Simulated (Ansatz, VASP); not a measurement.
Sb: VASP beside Ansatz

The input INCAR:

```
SYSTEM = Sb
ALGO = Normal
EDIFF = 1E-7
ENCUT = 520
GGA = PE
ISIF = 2
ISMEAR = -1
LASPH = .TRUE.
LCHARG = .FALSE.
LREAL = .FALSE.
LWAVE = .FALSE.
NBANDS = 8
NELM = 60
PREC = Accurate
SIGMA = 0.05
```

Contents of KPOINTS:

```
k-points
0
G
  13 13 13
  0 0 0
```

Contents of POSCAR:

```
Sb
1.0
    3.1809277622      0.0000000000      0.0000000000
    0.0000000000      3.1809277622      0.0000000000
    0.0000000000      0.0000000000      3.1809277622
Sb
1
Direct
    0.0000000000      0.0000000000      0.0000000000
```

Input for Ansatz:

```yaml
crystal:
  lattice:
    - [3.1809277622, 0.0, 0.0]
    - [0.0, 3.1809277622, 0.0]
    - [0.0, 0.0, 3.1809277622]
  atoms:
    - { symbol: Sb, position: [0.0, 0.0, 0.0] }
kpoints:
  mp_grid: { grid: [13, 13, 13] }
  band_path:
    path:
      - [0.0, 0.0, 0.0]
      - [0.0, 0.5, 0.0]
      - [0.5, 0.5, 0.0]
      - [0.0, 0.0, 0.0]
      - [0.5, 0.5, 0.5]
      - [0.0, 0.5, 0.0]
      - [0.5, 0.5, 0.5]
      - [0.5, 0.5, 0.0]
    npoints: 5
scf:
  occupations: { method: fermi_dirac, width: 0.05 }
hamiltonian:
  xc: pbe
  pseudopotentials: { kind: all_electron, lapw: { basis_error: 0.001 } }
output:
  forces: true
  stress: true
  eigenvalues: true
```

Change from the starting cell: volume scaled by 1.02.

Alike in both runs: task single point; functional PBE; k mesh 13 × 13 × 13; occupations fermi-dirac, width 0.05 eV; no spin polarisation.

|  | VASP | Ansatz |
| --- | --- | --- |
| version | VASP 6.6.1 | Ansatz 0.2.0 |
| potentials or method | VASP PAW PBE potentials, release 64 (Sb) | all-electron LAPW, scalar-relativistic |
| plane-wave cutoff (eV) | 520 | see its input |

Ansatz gave:

| Item | Value |
| --- | --- |
| pressure (GPa) | -3.3 |

Q: Which values does VASP return?

A: Pressure (GPa): -3.4.

Ansatz ran all-electron here, so the differences hold the error of VASP's frozen core and of both bases.

The runs have no spin-orbit coupling, so splittings on Sb are missing.
